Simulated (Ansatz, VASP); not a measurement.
# InP: VASP beside Ansatz

Aim: how closely do two programs agree when they are given the same cell, functional and k mesh? The cell is taken from a series of runs on this material, whose earlier steps may have relaxed, scaled, displaced or heated it; both programs get it as it stands.

Calculated with Ansatz 0.2.0; plane waves, with VASP 6.6.1 beside it; single point at r2SCAN.

## (1) Set-up

It takes space group Imm2 (No. 44, orthorhombic). The conventional cell has a = 4.061 Å, b = 4.212 Å, c = 5.744 Å, α = 90.00°, β = 90.00°, γ = 90.00°. Nearest to In lie 4 P at 2.51 to 2.53 Å. P has 4 In at 2.51 to 2.53 Å nearest. Farther neighbours are not listed.

## (2) Ansatz: single point, r2SCAN, pair 1

Ansatz runs on its default PAW (the set named soft_2) files.

With cell and atoms fixed, the geometry can't cause a difference; cores, projectors, grids and the points listed under the comparison can.

Input file input.yaml:

```yaml
crystal:
  lattice:
    - [-2.0307328916, -2.87189, 2.1060405788]
    - [2.0307328916, -2.87189, 2.1060405788]
    - [0.0, 0.0, 4.2120811577]
  atoms:
    - { symbol: In, position: [-0.0034882465, -0.0034882465, 0.0034882465] }
    - { symbol: P, position: [0.7534882465, 0.7534882465, 0.7465117535] }
kpoints:
  mp_grid: { grid: [6, 6, 6] }
  band_path:
    path:
      - [[0.0, 0.0, 0.0], [-0.5, -0.5, 0.0], [-0.625, -0.375, 0.0]]
      - [[-0.375, 0.375, 0.0], [0.0, 0.0, 0.0], [-0.3827702, -0.3827702, -0.7655404]]
      - [[-0.6172298, -0.6172298, -0.2344596], [-0.5, -0.5, 0.0]]
      - [[0.0, 0.0, 0.0], [-0.5, 0.0, 0.0], [-0.75, -0.25, -0.5], [-0.5, -0.5, -0.5], [0.0, 0.0, 0.0], [-0.5, 0.0, -0.5], [-0.75, -0.25, -0.5]]
    npoints: 10
hamiltonian:
  xc: r2scan
scf:
  occupations: { method: fermi_dirac, width: 0.02 }
  n_extra_bands: 30
output:
  eigenvalues: true
  fatbands: true
```

Run with:

```console
ansatz run input.yaml --threads 14 --pin off --max-ram 73728MiB --backend cpu --events-out ev --progress --plain --runs-dir out
```

Numbers of over 12 decimals in the logs are rounded to 6 here.

Log:

```text
scf.n_extra_bands = 30 over 9 filled bands (N_el = 18.0): the run solves 39 bands
Engine: ansatz 0.2.0, aarch64-unknown-linux-gnu
Pseudopotentials: kind: paw
Pseudopotential: In, paw, valence charge 13, recommended cutoff 500 eV (meta_gga), In.paw.azcp
Pseudopotential: P, paw, valence charge 5, recommended cutoff 500 eV (meta_gga), P.paw.azcp
Functional definition: r2SCAN
  parameter k0 = 0.174
  parameter k1 = 0.065
  parameter a1 = 4.9479
  exchange = r2scan_x(k0 = k0, k1 = k1, a1 = a1)
  correlation = r2scan_c
Crystal: 2 atoms, lattice volume = 49.130 Å³
Basis set: ecut = 500 eV, 1263 PW (Γ), exchange–correlation on 120×120×128 points (64 copies of the dense FFT grid, shifted against one another)
Bands: 39, of which v1, the nominal top of the filled ones, is band 9 counted from 1 (8 counted from 0)
Symmetry: 4 space group operations
Space group: Imm2 (ITA 44), of the structure as read, at distance tolerance 3.7e-5 Å
k-points: 46 of 216 (time reversal used)
Non-local potential: In, projectors of the file, l = 0: 2, l = 1: 2, l = 2: 2, l = 3: 2
Non-local potential: P, projectors of the file, l = 0: 2, l = 1: 2, l = 2: 2
PAW form: soft (Blöchl's): semilocal exchange-correlation on the pseudo side does not see the compensation charge
PAW frozen core: In, regenerated for the run's functional (the file was generated under x = pbe(κ = 0.804, μ = 0.219515), c = pbe(β = 0.066725))
PAW frozen core: P, regenerated for the run's functional (the file was generated under x = pbe(κ = 0.804, μ = 0.219515), c = pbe(β = 0.066725))
PAW one-centre angular grid: In, 590 points (default); XC on 289 of its mesh's 2783 points in the sphere
PAW one-centre angular grid: P, 302 points (default); XC on 160 Gauss nodes
Initial density: superposition of atomic densities (neutral atoms: chi_scale 0, normalization atom), corrected by the library's trained network
Initial wavefunctions: pseudopotential atomic-orbital guess
Functional: x = r2scan, c = r2scan; τ floored in thin density (d = 2e-4 eV/Å³)
SCF iter   1: F=—  HF=-6371.682494 eV  |F-HF|=—  |Δ(HF+E_count)|=         —  Δρ=7.39e-3  dr2=1.95e-2  dr2_τ=1.25e-2  ethr=1.77e-3  ⟨swp⟩=6.7  Hψ=9797  notcnv=0  defer=467
preconditioner: auto → none  [insulator: Δε(μ)=1.107 eV  Ē_g=31.823 eV  σ=0.020 eV  W_gap=1.00  n_scr=14 (ndim 8)  ℏωp=22.5 eV  f_vac=0.016  D(μ)=0.00/eV (n_scr^D=0)  ε∞_Penn≈1.5]
SCF iter   2: F=—  HF=-6371.692448 eV  |F-HF|=—  |Δ(HF+E_count)|=   9.95e-3  Δρ=1.89e-3  dr2=2.36e-3  dr2_τ=1.29e-4  ethr=1.08e-4  ⟨swp⟩=3.3  Hψ=2881  notcnv=0  defer=1104
SCF iter   3: F=—  HF=-6371.692217 eV  |F-HF|=—  |Δ(HF+E_count)|=   2.31e-4  Δρ=1.15e-3  dr2=3.93e-4  dr2_τ=1.06e-5  ethr=1.31e-5  ⟨swp⟩=2.9  Hψ=1366  notcnv=0  defer=1104
SCF iter   4: F=—  HF=-6371.692331 eV  |F-HF|=—  |Δ(HF+E_count)|=   1.14e-4  Δρ=2.53e-4  dr2=1.82e-5  dr2_τ=2.95e-7  ethr=2.18e-6  ⟨swp⟩=2.0  Hψ=939  notcnv=0  defer=1104
SCF iter   5: F=—  HF=-6371.692333 eV  |F-HF|=—  |Δ(HF+E_count)|=   1.45e-6  Δρ=5.28e-5  dr2=1.38e-6  dr2_τ=2.54e-8  ethr=1.01e-7  ⟨swp⟩=2.4  Hψ=1111  notcnv=0  defer=1104
SCF iter   6: F=-6371.692332 eV  HF=-6371.692332 eV  |F-HF|=5.92e-9  |Δ(HF+E_count)|=   4.02e-7  Δρ=9.98e-6  dr2=3.02e-8  dr2_τ=1.03e-9  ethr=5.56e-10  ⟨swp⟩=9.1  Hψ=12418  notcnv=0
SCF 1 converged in 6 iterations: F = -6371.692332 eV  dr2 = 3.02e-8
  greatest PAW one-centre occupation: 0.981 electrons in one spin orbital (limit 2), on the In atom at site 0 (counted from 0), in its partial waves of l = 2
NSCF: frozen V_eff on 114 k-points
SCF converged after 6 iterations
Free energy (F): -6371.692332 eV
Harris-Foulkes:  -6371.692332 eV  (|F-HF|=5.92e-9)
Internal energy: -6371.692332 eV  (E = F + TS)
E sigma→0 (E₀):  -6371.692332 eV
Fermi energy:    7.824774 eV
--- Per-component energies (eV) ---
  E_band       = -57.064611
  E_kinetic    = 314.298815
  E_local      = -1384.932145  (includes V_loc(G=0)·N_el)
  E_nonlocal   = 401.713523
  E_hartree    = 548.005839
  E_xc         = -259.494333
  E_vxc        = -171.916403  (∫ρ·V_xc dr)
  E_paw        = -4761.440523  (= ΣΔE_a)
  E_vpaw       = -322.471506  (= ΣTr[D̂ρ^β])
  E_aug_tail   = 0.000008  (compensation charges beyond the density's cutoff)
  E_vtau       = 10.236372  (kinetic-family band-sum trace: ∫τ·v_τ [+ j·A + Jᵃ·Aᵃ] dr)
  E_ewald      = -1230.718220
  E_core_change = 0.874704  (= ΣΔE_core)
  E_smearing   = -0.000000  (= −TS)
  E_closure    = -0.000000  (closes the sum)
  Σ components = -6371.692332   (vs F -6371.692332, Δ=0.00e0)
--- Band table (eV; the first three rows and the last of 46) ---
  k-point 0: bands = [... 5 lower, -5.0335, 6.9808, 7.1849, 7.2403, 8.4081, 11.3811, 11.5773, 11.7785, ... 26 higher]
  k-point 1: bands = [... 5 lower, -4.7011, 4.8404, 6.8231, 6.9139, 9.4992, 11.8247, 12.1289, 12.1912, ... 26 higher]
  k-point 2: bands = [... 5 lower, -3.8474, 2.3019, 6.3561, 6.3986, 9.3827, 12.4214, 12.4315, 13.9139, ... 26 higher]
  k-point 45: bands = [... 5 lower, -2.3941, 1.2275, 4.3730, 4.7779, 8.8801, 9.7049, 17.3151, 17.5211, ... 26 higher]
```

## (3) VASP: single point, r2SCAN, pair 1

The same cell, functional, mesh and smearing now go to VASP, with its own data sets.

Lines of VASP's logs that name or quote its potential files are left out, and so is its time.

Input file INCAR:

```
SYSTEM = InP
PREC = Accurate
ENCUT = 440
EDIFF = 1E-06
NELM = 120
ISMEAR = -1
SIGMA = 0.02
LREAL = .FALSE.
ALGO = Normal
METAGGA = R2SCAN
LASPH = .TRUE.
NBANDS = 15
LORBIT = 11
LWAVE = .FALSE.
LCHARG = .FALSE.
ISIF = 2
GGA_COMPAT = .FALSE.
EFERMI = MIDGAP
LMIXTAU = .TRUE.
KPAR = 2
```

Input file POSCAR:

```
InP
1.0
   -2.0307328916     -2.8718900000      2.1060405788
    2.0307328916     -2.8718900000      2.1060405788
    0.0000000000      0.0000000000      4.2120811577
In P
1 1
Direct
    0.9965117535      0.9965117535      0.0034882465
    0.7534882465      0.7534882465      0.7465117535
```

Input file KPOINTS:

```
Automatic mesh
0
Gamma
6 6 6
0 0 0
```

The projector-augmented-wave data sets are In_d and P (PBE family, release 64).

Run with:

```console
mpirun -np 2 vasp_std
```

Log:

```text
[banner, memory and clock lines left out]
running    2 mpi-ranks, on    1 nodes
 distrk:  each k-point on    1 cores,    2 groups
 distr:  one band on    1 cores,    1 groups

 POSCAR found type information on POSCAR InP
 POSCAR found :  2 types and       2 ions
|                                                                             |
|               ----> ADVICE to this user running VASP <----                  |
|                                                                             |
|     You enforced a specific xc type in the INCAR file but a different       |
|     [... a line on the potential file left out ...]
|     I HOPE YOU KNOW WHAT YOU ARE DOING!                                     |
|                                                                             |

 LDA part: xc-table for (None), standard interpolation
 POSCAR, INCAR and KPOINTS ok, starting setup
 FFT: planning ... GRIDC
 FFT: planning ... GRID_SOFT
 FFT: planning ... GRID
 WAVECAR not read
 entering main loop
       N       E                     dE             d eps       ncg     rms          rms(c)
DAV:   1     0.827939202864E+02    0.82794E+02   -0.79634E+03  1387   0.122E+03
DAV:   2    -0.281909400561E+02   -0.11098E+03   -0.10610E+03  1569   0.299E+02
DAV:   3    -0.356410110597E+02   -0.74501E+01   -0.74151E+01  1744   0.800E+01
DAV:   4    -0.358483652720E+02   -0.20735E+00   -0.20726E+00  1866   0.142E+01
DAV:   5    -0.358574859671E+02   -0.91207E-02   -0.91205E-02  2037   0.246E+00    0.782E+00
DAV:   6    -0.322463702948E+02    0.36111E+01   -0.20845E+00  1751   0.344E+01    0.412E+00
DAV:   7    -0.322538786747E+02   -0.75084E-02   -0.65444E-01  1604   0.112E+01    0.257E+00
DAV:   8    -0.321911846252E+02    0.62694E-01   -0.30852E-01  1408   0.684E+00    0.143E+00
DAV:   9    -0.322024499688E+02   -0.11265E-01   -0.32417E-01  1380   0.580E+00    0.619E-01
DAV:  10    -0.321612056768E+02    0.41244E-01   -0.72794E-02  1408   0.274E+00    0.196E-01
DAV:  11    -0.322515035227E+02   -0.90298E-01   -0.47506E-02  1387   0.203E+00    0.103E-01
DAV:  12    -0.322501980958E+02    0.13054E-02   -0.19966E-03  1963   0.486E-01    0.850E-02
DAV:  13    -0.322516701635E+02   -0.14721E-02   -0.11326E-03  1485   0.337E-01    0.856E-02
DAV:  14    -0.322510634078E+02    0.60676E-03   -0.20708E-04  1702   0.191E-01    0.410E-02
DAV:  15    -0.322516249972E+02   -0.56159E-03   -0.27579E-04  1394   0.189E-01    0.204E-02
DAV:  16    -0.322516744946E+02   -0.49497E-04   -0.22092E-05  1534   0.451E-02    0.133E-02
DAV:  17    -0.322516749014E+02   -0.40686E-06   -0.83734E-07  1476   0.831E-03
   1 F= -.32251675E+02 E0= -.32251675E+02  d E =-.221897E-14
```

From OUTCAR (step 3):

```text
ion  position               nearest neighbor table
   1  0.997  0.997  0.003-   2 2.51   2 2.51   2 2.53   2 2.53
   2  0.753  0.753  0.747-   1 2.51   1 2.51   1 2.53   1 2.53

  LATTYP: Found a body centered orthorhombic cell.
 ALAT       =     4.0614657832
 B/A-ratio  =     1.0370839944
 C/A-ratio  =     1.4142135639

 Subroutine GETGRP returns: Found  4 space group operations
 (whereof  4 operations were pure point group operations)

The static configuration has the point symmetry C_2v.

 Found     46 irreducible k-points:

   k-points           NKPTS =     46   k-points in BZ     NKDIM =     46   number of bands    NBANDS=     15

   dimension x,y,z NGX =    28 NGY =   28 NGZ =   30
   dimension x,y,z NGXF=    56 NGYF=   56 NGZF=   60

   ENCUT  =  440.0 eV  32.34 Ry    5.69 a.u.   7.01  7.01  7.20*2*pi/ulx,y,z

   NELECT =      18.0000    total number of electrons

 k-points in reciprocal lattice and weights: Automatic mesh
   0.00000000  0.00000000  0.00000000       0.005
   0.16666667 -0.00000000  0.00000000       0.019
   0.33333333  0.00000000  0.00000000       0.019
   0.50000000  0.00000000  0.00000000       0.009
   0.16666667  0.16666667  0.00000000       0.009
   0.33333333  0.16666667  0.00000000       0.019
   0.50000000  0.16666667  0.00000000       0.019
  -0.33333333  0.16666667  0.00000000       0.019
  -0.16666667  0.16666667  0.00000000       0.009
[...]
-0.33333333  0.16666667  0.50000000       0.019
  -0.16666667  0.16666667  0.50000000       0.019

 average (electrostatic) potential at core
       1-100.9836       2 -85.4660

 E-fermi :   5.9793

 k-point     1 :       0.0000    0.0000    0.0000
  band No.  band energies     occupation
    ...
      5      -9.2311      2.00000
      6      -6.8829      2.00000
      7       5.1313      2.00000
      8       5.3373      2.00000
      9       5.3937      2.00000
     10       6.5650      0.00000
     11       9.5481      0.00000
     12       9.7436      0.00000
     13       9.9449      0.00000
     14      14.5460      0.00000
    ...

 k-point     2 :       0.1667   -0.0000    0.0000
  band No.  band energies     occupation
    ...
      5      -9.2307      2.00000
      6      -6.5277      2.00000
      7       3.2098      2.00000
      8       4.7875      2.00000
      9       5.0225      2.00000
     10       7.4623      0.00000
     11      10.0454      0.00000
     12      10.2480      0.00000
     13      10.3336      0.00000
     14      14.1717      0.00000
    ...

 k-point     3 :       0.3333    0.0000    0.0000
  band No.  band energies     occupation
    ...
      5      -9.2233      2.00000
      6      -5.6127      2.00000
      7       0.6231      2.00000
      8       4.2583      2.00000
      9       4.5077      2.00000
     10       7.2109      0.00000
     11      10.3743      0.00000
     12      10.5607      0.00000
     13      12.1551      0.00000
     14      14.7076      0.00000
    ...

  Total        1.5265748      1.2280390      0.4924078      0.0000000      0.0000000     -0.0000000
  in kB       49.7830307     40.0475013     16.0578773      0.0000000      0.0000000     -0.0000000
  external PRESSURE =      35.2961364 kB  Pullay stress =       0.0000000 kB

  energy-cutoff  :      440.00
  volume of cell :       49.13
      direct lattice vectors                 reciprocal lattice vectors
    -2.030732892 -2.871890000  2.106040579    -0.246216527 -0.174101376  0.000000000
     2.030732892 -2.871890000  2.106040579     0.246216527 -0.174101376  0.000000000
     0.000000000  0.000000000  4.212081158     0.000000000  0.174101376  0.237412330

 POSITION                                       TOTAL-FORCE (eV/Angst)
 -----------------------------------------------------------------------------------
      0.00000     -5.72374      4.21208         0.000000     -0.004778     -0.000000
      0.00000     -4.32787      6.31812         0.000000      0.004778      0.000000
 -----------------------------------------------------------------------------------
    total drift:                                0.000000     -0.001521      0.000071

  FREE ENERGIE OF THE ION-ELECTRON SYSTEM (eV)
  ---------------------------------------------------
  free  energy   TOTEN  =       -32.2516749014 eV

  energy  without entropy=      -32.2516749014  energy(sigma->0) =      -32.25167490

 total charge
# of ion       s       p       d       tot
------------------------------------------
    1        0.819   0.831   9.908  11.557
    2        1.014   1.535   0.000   2.550
--------------------------------------------------
tot          1.833   2.366   9.908  14.107

[... 3 further parts left out ...]
```

The run ends at a pressure of 3.53 GPa, with forces up to 0.0048 eV/Å.

## (4) Comparison

Known differences besides the potentials themselves: VASP keeps PBE cores, Ansatz makes them for the functional; the cutoff is 500 eV in Ansatz and 440 eV in VASP. Total energies have different zeros and are not compared.

Compared:

```
              quantity  Ansatz   VASP  difference
gap on the k mesh (eV)   1.168  1.171      -0.004
```

A gap on the mesh is an upper bound, since the band edges may lie between its points.

## (5) VASP: single point, r2SCAN, pair 2

A single point gives forces, pressure and levels at one fixed geometry, so differences don't come from the geometry; what else differs is listed under the comparison. The cell compared in this pair holds 49.72 Å³, against 49.13 Å³ for the pair before.

INCAR is that of step 3.

Input file POSCAR:

```
InP
1.0
   -2.0514546558     -2.9011950000      2.0885396738
    2.0514546558     -2.9011950000      2.0885396738
    0.0000000000      0.0000000000      4.1770793475
In P
1 1
Direct
    0.9983509981      0.9983509981      0.0016490019
    0.7516490019      0.7516490019      0.7483509981
```

KPOINTS is that of step 3.

Run with:

```console
mpirun -np 2 vasp_std
```

Log:

```text
[banner, memory and clock lines left out]
running    2 mpi-ranks, on    1 nodes
[...]
[... a notice as in an earlier step ...]

 LDA part: xc-table for (None), standard interpolation
 POSCAR, INCAR and KPOINTS ok, starting setup
[...]
entering main loop
       N       E                     dE             d eps       ncg     rms          rms(c)
DAV:   1     0.836288509150E+02    0.83629E+02   -0.78732E+03  1387   0.121E+03
DAV:   2    -0.286347699694E+02   -0.11226E+03   -0.10745E+03  1492   0.297E+02
DAV:   3    -0.356775148823E+02   -0.70427E+01   -0.70043E+01  1800   0.776E+01
DAV:   4    -0.358650104797E+02   -0.18750E+00   -0.18744E+00  1769   0.138E+01
[...]
DAV:  15    -0.322711659621E+02   -0.14243E-02   -0.41711E-04  1380   0.229E-01    0.221E-02
DAV:  16    -0.322712020693E+02   -0.36107E-04   -0.21687E-05  1814   0.446E-02    0.142E-02
DAV:  17    -0.322712024234E+02   -0.35411E-06   -0.52291E-07  1322   0.582E-03
   1 F= -.32271202E+02 E0= -.32271202E+02  d E =-.194064E-14
```

Parts of OUTCAR (step 5):

```text
  Total        1.0204623      0.8778317      0.5029721      0.0000000     -0.0000000      0.0000000
  in kB       32.8825871     28.2865685     16.2073837      0.0000000     -0.0000000      0.0000000
  external PRESSURE =      25.7921797 kB  Pullay stress =       0.0000000 kB

 POSITION                                       TOTAL-FORCE (eV/Angst)
 -----------------------------------------------------------------------------------
      0.00000     -5.79282      4.17708         0.000000     -0.002109      0.000000
      0.00000     -4.36136      6.26562         0.000000      0.002109     -0.000000
 -----------------------------------------------------------------------------------
    total drift:                               -0.000000     -0.000598      0.000054

  FREE ENERGIE OF THE ION-ELECTRON SYSTEM (eV)
  ---------------------------------------------------
  free  energy   TOTEN  =       -32.2712024234 eV

  energy  without entropy=      -32.2712024234  energy(sigma->0) =      -32.27120242

[... 1 part as in an earlier step ...]

[... 2 further parts left out ...]
[key lines of the parts left out:]
E-fermi :   5.7945
```

The run ends at a pressure of 2.58 GPa, with forces up to 0.0021 eV/Å.

(Continued in part 2 of 2.)

[Lines on the potential files, build, host, timing and source positions are cut from VASP's logs without a mark.]

[Logs are printed without paths, hosts, clocks, repeated set-up lines and the standing remarks that a program may print on its own settings, such as how far it seeks lower states.]

[Hosts, paths, dates, database ids (printed as entryN), source tags and the programs' standing remarks are cut or masked in the printed files.]
